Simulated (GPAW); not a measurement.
# GaN (P6_3mc) in GPAW: a series of runs, part 2 of 2

GPAW 26.7.0. Earlier steps stand in the parts before.

## (4) Single point, PBE

run.py

```python
from ase.dft.bandgap import bandgap
from ase.io import read, write
from ase.units import GPa
from gpaw import GPAW, PW

atoms = read('GaN.xyz')

calc = GPAW(mode=PW(500),
            xc='PBE',
            kpts={'size': (7, 7, 4), 'gamma': True},
            occupations={'name': 'fermi-dirac', 'width': 0.05},
            nbands=18,
            convergence={'density': 1e-05, 'energy': 1e-05},
            maxiter=60,
            txt='gpaw.txt')
atoms.calc = calc
energy = atoms.get_potential_energy()
forces = atoms.get_forces()
stress = atoms.get_stress()
calc.write('gs.gpw')
write('result.traj', atoms)
print(f'Energy: {energy:.6f} eV')
print('Forces (eV/A):')
print(forces.round(4))
print('Stress (GPa):', (stress / GPa).round(3))
print('Fermi level:', round(calc.get_fermi_level(), 4), 'eV')
print(f'Gap: {bandgap(calc)[0]:.4f} eV, direct: {bandgap(calc, direct=True)[0]:.4f} eV')
```

GaN.xyz

```xyz
4
Lattice="3.1800000000 0.0000000000 0.0000000000 -1.5900000000 2.7539607840 0.0000000000 0.0000000000 0.0000000000 5.1660000000" Properties=species:S:1:pos:R:3 pbc="T T T"
Ga     1.5900000002      0.9179869279      2.5830000000
Ga    -0.0000000002      1.8359738561      0.0000000000
N      1.5900000002      0.9179869279      4.5202500000
N     -0.0000000002      1.8359738561      1.9372500000
```

Potentials or basis: GPAW PAW data sets (gpaw-data 1.2.1), pw.

Started as:

```
$ OMP_NUM_THREADS=1 python run.py
```

gpaw.txt:

```text
__  _  _
 | _ |_)|_||  |
 |__||  | ||/\| - 26.7.0

Input parameters:
  mode=PW(ecut=500.0),
  convergence={'density': 1e-05, 'energy': 1e-05},
  kpts=MonkhorstPack(size=(7, 7, 4), gamma=True),
  maxiter=60,
  nbands=18,
  occupations=Occupations(name='fermi-dirac', width=0.05),
  xc=XC(name='PBE')

Diagonalizing LCAO Hamiltonian
Converting LCAO to pw mode

           N

           Ga
        N

        Ga

Atoms  # Å, Bohr magnetons
|   | symbol |         x |        y |        z |    initial magnetic moments |
|---|--------|-----------|----------|----------|-----------------------------|
| 0 |     Ga |  1.590000 | 0.917987 | 2.583000 | ( 0.0000,  0.0000,  0.0000) |
| 1 |     Ga | -0.000000 | 1.835974 | 0.000000 | ( 0.0000,  0.0000,  0.0000) |
| 2 |      N |  1.590000 | 0.917987 | 4.520250 | ( 0.0000,  0.0000,  0.0000) |
| 3 |      N | -0.000000 | 1.835974 | 1.937250 | ( 0.0000,  0.0000,  0.0000) |

Unit cell  # Å
| periodic |         x |        y |        z |  lengths |     angles |
|----------|-----------|----------|----------|----------|------------|
|      yes |  3.180000 | 0.000000 | 0.000000 | 3.180000 |  90.000000 |
|      yes | -1.590000 | 2.753961 | 0.000000 | 3.180000 |  90.000000 |
|      yes |  0.000000 | 0.000000 | 5.166000 | 5.166000 | 120.000000 |

Number of symmetries: 6
Symmetry operations  # r_c * U_cc + t_c -> r_c
|   | kind |            matrix            |
|---|------|------------------------------|
| 0 |  σ   |  1, 1, 0,  0,-1, 0,  0, 0, 1 |
| 1 |  E   |  1, 0, 0,  0, 1, 0,  0, 0, 1 |
| 2 |  C3  |  0, 1, 0, -1,-1, 0,  0, 0, 1 |
| 3 |  σ   |  0,-1, 0, -1, 0, 0,  0, 0, 1 |
| 4 |  σ   | -1, 0, 0,  1, 1, 0,  0, 0, 1 |
| 5 |  C3  | -1,-1, 0,  1, 0, 0,  0, 0, 1 |

BZ-sampling:
  Number of BZ points: 196
  Number of IBZ points: 28

  Monkhorst-Pack size: [7, 7, 4]
  Monkhorst-Pack shift: [0.0, 0.0, 0.125]

K-points  # in reciprocal-cell coordinates
|     |                                coordinates |     weight |
|-----|--------------------------------------------|------------|
|   0 | (  0.00000000,   0.00000000,   0.00000000) | 0.00510204 |
|   1 | (  0.00000000,   0.00000000,   0.25000000) | 0.01020408 |
|   2 | (  0.00000000,   0.00000000,   0.50000000) | 0.00510204 |
|   3 | (  0.14285714,   0.00000000,  -0.25000000) | 0.03061224 |
|   4 | (  0.14285714,   0.00000000,   0.00000000) | 0.03061224 |
|   5 | (  0.14285714,   0.00000000,   0.25000000) | 0.03061224 |
|   6 | (  0.14285714,   0.00000000,   0.50000000) | 0.03061224 |
|   7 | (  0.28571429,  -0.14285714,   0.00000000) | 0.03061224 |
|   8 | (  0.28571429,  -0.14285714,   0.25000000) | 0.06122449 |
|   9 | (  0.28571429,  -0.14285714,   0.50000000) | 0.03061224 |
| ... |                                            |            |
|  27 | (  0.42857143,   0.42857143,   0.50000000) | 0.03061224 |

Plane wave coefficients: 1182
Cutoff: 500.0 eV

Spin-components: 1 (collinear spins)
Bands:           18
Projectors:      20
Spin-degeneracy: 2
Datatype:        complex128

Parallelization:
  kpt:    1
  domain: 1
  band:   1

Density:
  Valence electrons: 16.0
  Components: 1
  Grid points: [18 18 27]
  Charge: 0.0  # |e|

Potential:
  Grid points: [18 18 27]

species:
  Ga:
    name:    Gallium
    Z:       31.0
    valence: 3
    core:    28
    charge:  0.0  # [|e|]
    compensation charges:
      type: gauss
      rc: 0.37  # [Å]
      lmax: 2
    cutoffs:
      filter: 2.06  # [Å]
      core: 4.17  # [Å]
    projectors
    | kind |    occ | energy [eV] | rcut [Å] |
    |------|--------|-------------|----------|
    |   4s |  2.000 |      -8.945 |    1.164 |
    |   4p |  1.000 |      -2.580 |    1.164 |
    |    s |        |      18.266 |    1.164 |
    |    p |        |      24.631 |    1.164 |
    |    d |        |       0.000 |    1.164 |

    Using partial waves for Ga as LCAO basis

  N:
    name:    Nitrogen
    Z:       7.0
    valence: 5
    core:    2
    charge:  0.0  # [|e|]
    compensation charges:
      type: gauss
      rc: 0.18  # [Å]
      lmax: 2
    cutoffs:
      filter: 1.11  # [Å]
      core: 0.96  # [Å]
    projectors
    | kind |    occ | energy [eV] | rcut [Å] |
    |------|--------|-------------|----------|
    |   2s |  2.000 |     -18.583 |    0.603 |
    |   2p |  3.000 |      -7.089 |    0.529 |
    |    s |        |       8.629 |    0.603 |
    |    p |        |      20.123 |    0.529 |
    |    d |        |       0.000 |    0.577 |

    Using partial waves for N as LCAO basis

Reference energy: -108732.786066  # eV

eigensolver:
  PPCG
  Converge bands: occupied
  niter=2

density mixing:
  MSR1-Mixer
  Pratt-step length: 0.05
  Maximum mixing coefficient: 0.75
  Old densities: 10
  SVD Regularization: 0.005
  Good broyden scale: 1.0
  Trust region scale: 1.0
  Backstep threshold: 4.0
  History deletion threshold: 6.0
  Fourier metric: weight=20.0, sigma=0.015

occupation numbers:
  Fermi-Dirac:
    width: 0.0500  # eV

poisson solver:
  ecut: 4000.0  # eV

xc functional:
  name: PBE with 2 nearest neighbor stencil

convergence criteria:
- Maximum integral of absolute [dens]ity change: 1e-05 electrons / valence electron
- Maximum [total energy] change in last 3 cyles: 1e-05 eV / valence electron
- Maximum integral of absolute [eigenst]ate change: 4e-08 eV^2 / valence electron
maximum number of iterations: 60

SCF iterations
|iter     | |      energy | eigst |  dens |
|---------|-|-------------|-------|-------|
|iter:   1| |  -26.272139 | -0.33 |       |
|iter:   2| |  -25.399118 | -1.91 | -0.58 |
|iter:   3| |  -22.971127 | -0.58 | -0.63 |
|iter:   4| |  -22.965042 | -3.04 | -1.31 |
|iter:   5| |  -22.964912 | -3.52 | -1.59 |
|iter:   6| |  -22.964950c| -5.41 | -2.87 |
|iter:   7| |  -22.964974c| -6.15 | -3.19 |
|iter:   8| |  -22.964973c| -7.13 | -3.96 |
|iter:   9| |  -22.964973c| -7.54c| -4.47 |
|iter:  10| |  -22.964973c| -8.01c| -4.91 |
|iter:  11| |  -22.964973c| -9.23c| -5.75c|

Converged in 11 steps
Energy contributions relative to reference atoms: (reference = -108732.786066)

Energy contributions:
  Kinetic:          65.309996
  Coulomb:         -55.452977
  Zero:              0.002450
  External:          0.000000
  Xc:              -32.824442
  Entropy:          -0.000000
  Spinorbit:         0.000000
  ----------------------------
  Free energy:     -22.964973
  Extrapolated:    -22.964973

dipole moment: (-0.000053, -0.000022, -11.563236)  # |e|*Ang

Fermi level: 7.603
Eigenvalues  # (at kpt = [0.000, 0.000, 0.000])
| band index |      eig [eV] | occ [0-2] |
|------------|---------------|-----------|
|          0 |        -9.504 |     2.000 |
|          1 |        -7.142 |     2.000 |
|          2 |        -0.522 |     2.000 |
|          3 |         5.538 |     2.000 |
|          4 |         5.538 |     2.000 |
|          5 |         6.546 |     2.000 |
[... 8 lines left out ...]
|         14 |        18.429 |     0.000 |
|         15 |        18.429 |     0.000 |
|        ... |               |           |
|         17 |        21.840 |     0.000 |

Gap: 1.943 eV
Transition (v -> c):
  (s=0, k=0, n=7, [0.00, 0.00, 0.00]) -> (s=0, k=0, n=8, [0.00, 0.00, 0.00])
No difference between direct/indirect transitions

Forces  # eV/Ang
|        x |        y |        z |
|----------|----------|----------|
|  0.00000 |  0.00000 | -0.18454 |  # Ga   0
|  0.00000 | -0.00000 | -0.18382 |  # Ga   1
|  0.00000 |  0.00000 |  0.20550 |  # N    2
| -0.00000 |  0.00000 |  0.16067 |  # N    3

Stress tensor  # eV/Ang^3
|        x |         y |         z |
|----------|-----------|-----------|
| 0.006008 |  0.000000 |  0.000000 |
| 0.000000 |  0.006008 | -0.000000 |
| 0.000000 | -0.000000 | -0.008355 |

# Writing to gs.gpw (mode='')
```

It took 8.3 s on 1 thread of Intel Xeon 6975P-C (Granite Rapids), shared host; peak memory 0.15 GiB.

These settings aren't checked as converged: the numbers below hold their error.

Results:

```yaml
Free_energy: -22.9650 eV
Pressure: -0.2 GPa
Largest_force: 0.205 eV/Å
Band_gap_on_the_k_mesh: 1.94 eV, direct
```

Caveat: the cutoff is short for stress and forces, so pressures can be off by a GPa or more; the data sets keep Ga 3d, Li 1s and Be 1s frozen, and some such compounds lay over 1.5 % in volume off other programs.

## (5) Relaxation of cell and atoms, rSCAN+D3(BJ)

run.py

```python
from ase.calculators.mixing import SumCalculator
from ase.filters import FrechetCellFilter
from ase.io import read, write
from ase.optimize import BFGS
from dftd3.ase import DFTD3
from gpaw import GPAW, PW

atoms = read('GaN.xyz')

calc = GPAW(mode=PW(800),
            xc='MGGA_X_RSCAN+MGGA_C_RSCAN',
            kpts={'size': (7, 7, 4), 'gamma': True},
            occupations={'name': 'fermi-dirac', 'width': 0.05},
            nbands=18,
            convergence={'density': 1e-05, 'energy': 1e-05},
            maxiter=150,
            txt='gpaw.txt')
atoms.calc = SumCalculator([calc, DFTD3(method='rscan', damping='d3bj')])
opt = BFGS(FrechetCellFilter(atoms), trajectory='relax.traj', logfile='-')
done = opt.run(fmax=0.01, steps=60)
calc.write('gs.gpw')
write('result.traj', atoms)
print('Converged:', done)
print('Cell:', atoms.cell.cellpar().round(4))
print('Volume:', round(atoms.get_volume(), 4))
print(atoms.get_scaled_positions().round(5))
```

GaN.xyz is that of step 4.

Started as:

```
$ OMP_NUM_THREADS=1 python run.py
```

Run time: 4.6 min. Hardware: 1 thread of Intel Xeon 6975P-C (Granite Rapids), shared host; peak memory 0.52 GiB.

Results (log left out):

```yaml
Free_energy: -59.6107 eV
Relaxed_volume: 11.56 Å³/atom
Relaxed_cell: a = 3.202 Å, b = 3.202 Å, c = 5.207 Å, α = 90.00°, β = 90.00°, γ = 120.00°
Space_group_after_relaxing_to_0.05_Å: P6_3mc (No. 186)
Energy_gained_by_relaxing: 5.3 meV/atom
Ionic_steps: 6
Pressure_after_relaxing: 0.0 GPa
Largest_force_after_relaxing: 0.005 eV/Å
Band_gap_on_the_k_mesh: 2.40 eV, direct
Dispersion_energy_per_atom: -0.143 eV
```

Forces on the atoms (eV/Å):
```
Ga   0.000  0.000  0.001
Ga   0.000  0.000  0.001
N    0.000  0.000 -0.005
N    0.000  0.000 -0.005
```

Stress tensor (GPa, compression positive):
```
-0.01  0.00  0.00
 0.00 -0.01  0.00
 0.00  0.00 -0.09
```

The path:
```tsv
step	energy change (eV)	largest force (eV/Å)	pressure (GPa)	volume (Å³)
1	0.0000	0.1849	5.06	45.24
2	-0.0072	0.0896	4.13	45.42
3	-0.0187	0.0897	1.22	45.99
4	-0.0201	0.0763	0.50	46.13
5	-0.0210	0.0255	-0.04	46.25
6	-0.0211	0.0051	-0.04	46.25
```

Final structure:
```xyz
4
Lattice="3.2024 0.0000 0.0000 -1.6012 2.7734 0.0000 0.0000 0.0000 5.2069" Properties=species:S:1:pos:R:3 pbc="T T T"
Ga    1.6012    0.9245    2.5977
Ga    0.0000    1.8489   -0.0057
N     1.6012    0.9245    4.5611
N     0.0000    1.8489    1.9576
```

Levels at points of the mesh, in eV from the valence-band top:
| k point | band 5 | band 6 | band 7 | band 8 | band 9 | band 10 | band 11 | band 12 |
| --- | --- | --- | --- | --- | --- | --- | --- | --- |
| (0.00, 0.00, 0.00) | -1.04 | -0.02 | 0.00 | 0.00 | 2.40 | 4.82 | 9.99 | 10.54 |
| (0.00, 0.00, 0.50) | -0.53 | -0.53 | -0.53 | -0.53 | 4.80 | 4.80 | 9.20 | 9.20 |

Caveat: the data sets keep Ga 3d, Li 1s and Be 1s frozen, and some such compounds lay over 1.5 % in volume off other programs; later steps reuse the first step's grids; the PAW data sets were made with another functional, which shifts forces and pressure a little. Zero-point motion and thermal expansion aren't in these numbers.

## (6) Relaxation of cell and atoms, PBE+D4, target pressure 5 GPa, at which the enthalpy is minimised

run.py

```python
from ase.calculators.mixing import SumCalculator
from ase.filters import FrechetCellFilter
from ase.io import write
from ase.optimize import FIRE
from ase.spacegroup import crystal
from ase.units import GPa
from dftd4.ase import DFTD4
from gpaw import GPAW, PW

# Ga 2b
# N 2b
atoms = crystal(['Ga', 'N'],
                basis=[[0.6666666667, 0.3333333333, 0.5],
                       [0.6666666667, 0.3333333333, 0.875]],
                spacegroup=186, setting=1,  # P6_3mc
                cellpar=[3.18, 3.18, 5.166, 90.0, 90.0, 120.0],
                primitive_cell=True)

calc = GPAW(mode=PW(800),
            xc='PBE',
            kpts={'size': (7, 7, 4), 'gamma': True},
            occupations={'name': 'fermi-dirac', 'width': 0.05},
            nbands=18,
            convergence={'density': 1e-05, 'energy': 1e-05},
            maxiter=150,
            txt='gpaw.txt')
atoms.calc = SumCalculator([calc, DFTD4(method='pbe')])
opt = FIRE(FrechetCellFilter(atoms, scalar_pressure=5 * GPa), trajectory='relax.traj', logfile='-')
done = opt.run(fmax=0.01, steps=100)
calc.write('gs.gpw')
write('result.traj', atoms)
print('Converged:', done)
print('Cell:', atoms.cell.cellpar().round(4))
print('Volume:', round(atoms.get_volume(), 4))
print(atoms.get_scaled_positions().round(5))
```

Potentials or basis: GPAW PAW data sets (gpaw-data 1.2.1), pw.

Started as:

```
$ OMP_NUM_THREADS=1 python run.py
```

gpaw.txt:

```text
__  _  _
 | _ |_)|_||  |
 |__||  | ||/\| - 26.7.0

Input parameters:
  mode=PW(ecut=800.0),
  convergence={'density': 1e-05, 'energy': 1e-05},
  kpts=MonkhorstPack(size=(7, 7, 4), gamma=True),
  maxiter=150,
  nbands=18,
  occupations=Occupations(name='fermi-dirac', width=0.05),
  xc=XC(name='PBE')

Diagonalizing LCAO Hamiltonian
Converting LCAO to pw mode

           N

           Ga
        N

        Ga

Atoms  # Å, Bohr magnetons
|   | symbol |         x |        y |        z |    initial magnetic moments |
|---|--------|-----------|----------|----------|-----------------------------|
| 0 |     Ga |  1.590000 | 0.917987 | 2.583000 | ( 0.0000,  0.0000,  0.0000) |
| 1 |     Ga | -0.000000 | 1.835974 | 0.000000 | ( 0.0000,  0.0000,  0.0000) |
| 2 |      N |  1.590000 | 0.917987 | 4.520250 | ( 0.0000,  0.0000,  0.0000) |
| 3 |      N | -0.000000 | 1.835974 | 1.937250 | ( 0.0000,  0.0000,  0.0000) |

Unit cell  # Å
| periodic |         x |        y |        z |  lengths |     angles |
|----------|-----------|----------|----------|----------|------------|
|      yes |  3.180000 | 0.000000 | 0.000000 | 3.180000 |  90.000000 |
|      yes | -1.590000 | 2.753961 | 0.000000 | 3.180000 |  90.000000 |
|      yes |  0.000000 | 0.000000 | 5.166000 | 5.166000 | 120.000000 |

Number of symmetries: 6
Symmetry operations  # r_c * U_cc + t_c -> r_c
|   | kind |            matrix            |
|---|------|------------------------------|
| 0 |  σ   |  1, 1, 0,  0,-1, 0,  0, 0, 1 |
| 1 |  E   |  1, 0, 0,  0, 1, 0,  0, 0, 1 |
| 2 |  C3  |  0, 1, 0, -1,-1, 0,  0, 0, 1 |
| 3 |  σ   |  0,-1, 0, -1, 0, 0,  0, 0, 1 |
| 4 |  σ   | -1, 0, 0,  1, 1, 0,  0, 0, 1 |
| 5 |  C3  | -1,-1, 0,  1, 0, 0,  0, 0, 1 |

BZ-sampling:
  Number of BZ points: 196
  Number of IBZ points: 28

  Monkhorst-Pack size: [7, 7, 4]
  Monkhorst-Pack shift: [0.0, 0.0, 0.125]
[... 184 lines left out ...]
Stress tensor  # eV/Ang^3
|         x |         y |         z |
|-----------|-----------|-----------|
| -0.090673 |  0.000000 | -0.000000 |
|  0.000000 | -0.090673 |  0.000000 |
| -0.000000 |  0.000000 | -0.104509 |

Forces  # eV/Ang
|        x |       y |        z |
|----------|---------|----------|
|  0.00000 | 0.00000 | -0.18139 |  # Ga   0
| -0.00000 | 0.00000 | -0.18135 |  # Ga   1
| -0.00000 | 0.00000 |  0.18132 |  # N    2
|  0.00000 | 0.00000 |  0.18042 |  # N    3

Interpolating wave functions to new cell

           N

           Ga
        N
[... 11 lines left out ...]
Unit cell  # Å
| periodic |         x |         y |         z |  lengths |     angles |
|----------|-----------|-----------|-----------|----------|------------|
|      yes |  3.182077 | -0.000000 | -0.000000 | 3.182077 |  90.000000 |
|      yes | -1.591038 |  2.755759 | -0.000000 | 3.182077 |  90.000000 |
|      yes | -0.000000 | -0.000000 |  5.171418 | 5.171418 | 120.000000 |

Number of symmetries: 6
Symmetry operations  # r_c * U_cc + t_c -> r_c
|   | kind |            matrix            |
|---|------|------------------------------|
| 0 |  σ   |  1, 1, 0,  0,-1, 0,  0, 0, 1 |
| 1 |  E   |  1, 0, 0,  0, 1, 0,  0, 0, 1 |
| 2 |  C3  |  0, 1, 0, -1,-1, 0,  0, 0, 1 |
| 3 |  σ   |  0,-1, 0, -1, 0, 0,  0, 0, 1 |
| 4 |  σ   | -1, 0, 0,  1, 1, 0,  0, 0, 1 |
| 5 |  C3  | -1,-1, 0,  1, 0, 0,  0, 0, 1 |

BZ-sampling:
  Number of BZ points: 196
  Number of IBZ points: 28

  Monkhorst-Pack size: [7, 7, 4]
  Monkhorst-Pack shift: [0.0, 0.0, 0.125]
[... 188 lines left out ...]
Forces  # eV/Ang
|        x |        y |        z |
|----------|----------|----------|
| -0.00000 | -0.00000 | -0.11358 |  # Ga   0
|  0.00000 |  0.00000 | -0.11358 |  # Ga   1
|  0.00000 | -0.00000 |  0.11339 |  # N    2
|  0.00000 |  0.00000 |  0.11261 |  # N    3

Diagonalizing LCAO Hamiltonian
Converting LCAO to pw mode

           N

           Ga
        N

        Ga

Atoms  # Å, Bohr magnetons
|   | symbol |         x |        y |         z |    initial magnetic moments |
|---|--------|-----------|----------|-----------|-----------------------------|
| 0 |     Ga |  1.593057 | 0.919752 |  2.585891 | ( 0.0000,  0.0000,  0.0000) |
| 1 |     Ga | -0.000000 | 1.839503 | -0.004724 | ( 0.0000,  0.0000,  0.0000) |
| 2 |      N |  1.593057 | 0.919752 |  4.538298 | ( 0.0000,  0.0000,  0.0000) |
| 3 |      N | -0.000000 | 1.839503 |  1.947657 | ( 0.0000,  0.0000,  0.0000) |
[... 1831 lines left out ...]
Forces  # eV/Ang
|        x |        y |        z |
|----------|----------|----------|
| -0.00000 |  0.00000 | -0.00212 |  # Ga   0
|  0.00000 | -0.00000 | -0.00208 |  # Ga   1
|  0.00001 | -0.00001 |  0.00173 |  # N    2
| -0.00001 |  0.00001 |  0.00185 |  # N    3

# Writing to gs.gpw (mode='')
```

Run time: 3 min. Hardware: 1 thread of Intel Xeon 6975P-C (Granite Rapids), shared host; peak memory 0.34 GiB.

Results:

| Item | Value |
| --- | --- |
| Free energy | -25.8067 eV |
| Relaxed volume | 11.53 Å³/atom |
| Relaxed cell | a = 3.200 Å, b = 3.200 Å, c = 5.203 Å, α = 90.00°, β = 90.00°, γ = 120.00° |
| Space group after relaxing (to 0.05 Å) | P6_3mc (No. 186) |
| Energy change on relaxing (the enthalpy is what falls) | -11.2 meV/atom |
| Ionic steps | 10 |
| Pressure after relaxing | 5.0 GPa |
| Band gap on the k mesh | 1.96 eV, direct |
| Dispersion energy per atom | -0.397 eV |

Forces on the atoms (eV/Å):
```
Ga   0.000  0.000 -0.002
Ga   0.000  0.000 -0.002
N    0.000  0.000  0.002
N    0.000  0.000  0.002
```

The path:
```csv
step,energy change (eV),largest force (eV/Å),pressure (GPa),volume (Å³)
1,0.0000,0.1808,9.45,45.24
2,-0.0077,0.1133,8.87,45.35
3,-0.0199,0.0100,7.82,45.55
4,-0.0326,0.0815,6.44,45.82
5,-0.0441,0.1158,4.95,46.13
6,-0.0443,0.1063,4.95,46.13
7,-0.0445,0.0884,4.95,46.13
8,-0.0447,0.0631,4.95,46.13
9,-0.0449,0.0322,4.95,46.13
10,-0.0449,0.0020,4.96,46.12
```

Final structure:
```cif
data_structure
_symmetry_space_group_name_H-M 'P 1'
_symmetry_Int_Tables_number 1
_cell_length_a 3.1995
_cell_length_b 3.1995
_cell_length_c 5.2028
_cell_angle_alpha 90.000
_cell_angle_beta 90.000
_cell_angle_gamma 120.000
_cell_volume 46.12
loop_
_atom_site_label
_atom_site_type_symbol
_atom_site_fract_x
_atom_site_fract_y
_atom_site_fract_z
_atom_site_occupancy
Ga1 Ga 0.66667 0.33333 0.49902 1
Ga2 Ga 0.33333 0.66667 0.99902 1
N1 N 0.66667 0.33333 0.87597 1
N2 N 0.33333 0.66667 0.37596 1
```

Caveat: the data sets keep Ga 3d, Li 1s and Be 1s frozen, and some such compounds lay over 1.5 % in volume off other programs; later steps reuse the first step's grids. Zero-point motion and thermal expansion aren't in these numbers.

## (7) Overview

| level | cell | optimizer | max steps | target pressure | gap on the mesh (eV) | pressure (GPa) | largest force (eV/Å) |
| --- | --- | --- | --- | --- | --- | --- | --- |
| r2SCAN+D4 | relaxed to -2 GPa | BFGS | 40 | -2 GPa | 2.32 | -2.0 | 0.01 |
| rSCAN+D3(BJ) | relaxed | BFGS | 60 | - | 2.40 | 0.0 | 0.01 |
| PBE+D4 | relaxed to 5 GPa | FIRE | 100 | 5 GPa | 1.96 | 5.0 | - |

Alike in all rows: task relaxation of cell and atoms; potentials or basis GPAW PAW data sets (gpaw-data 1.2.1), pw; no spin polarisation; k mesh 7 × 7 × 4; cutoff (eV) 800; smearing fermi-dirac 0.05 eV.

Caveats: the data sets keep Ga 3d, Li 1s and Be 1s frozen, and some such compounds lay over 1.5 % in volume off other programs; later steps reuse the first step's grids; the PAW data sets were made with another functional, which shifts forces and pressure a little (some runs).

Absolute energies hang on the potentials; compare differences alone.
